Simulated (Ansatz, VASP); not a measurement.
# Two plane-wave programs on Cu

```
CELL_PARAMETERS angstrom
0.00000 1.75193 1.75193
1.75193 0.00000 1.75193
1.75193 1.75193 0.00000
ATOMIC_POSITIONS crystal
Cu 0.00000 0.00000 0.00000
```

Alike in both runs: task single point; functional r2SCAN; k mesh 20 × 20 × 20; occupations gaussian, width 0.1 eV; no spin polarisation.

```csv
,VASP,Ansatz
version,VASP 6.6.1,Ansatz 0.2.0
potentials or method,"VASP PAW PBE potentials, release 64 (Cu)","scalar-relativistic, plane waves, PAW"
plane-wave cutoff (eV),520,500
valence electrons in the cell,11,19
```

|  | VASP | Ansatz | Ansatz less VASP |
| --- | --- | --- | --- |
| gap on the k mesh at the Fermi level (eV) | none | none | - |
| pressure (GPa) | 12.5 | 11.7 | -0.76 |

A gap of «none» marks a metal or a gap that the smearing closes. The functional is the same, so the differences come from potentials, cutoffs and numerics. The two sets of potentials don't hold the same shells in valence.

Caveats: the PAW data sets were made with another functional, which shifts forces and pressure a little (VASP).
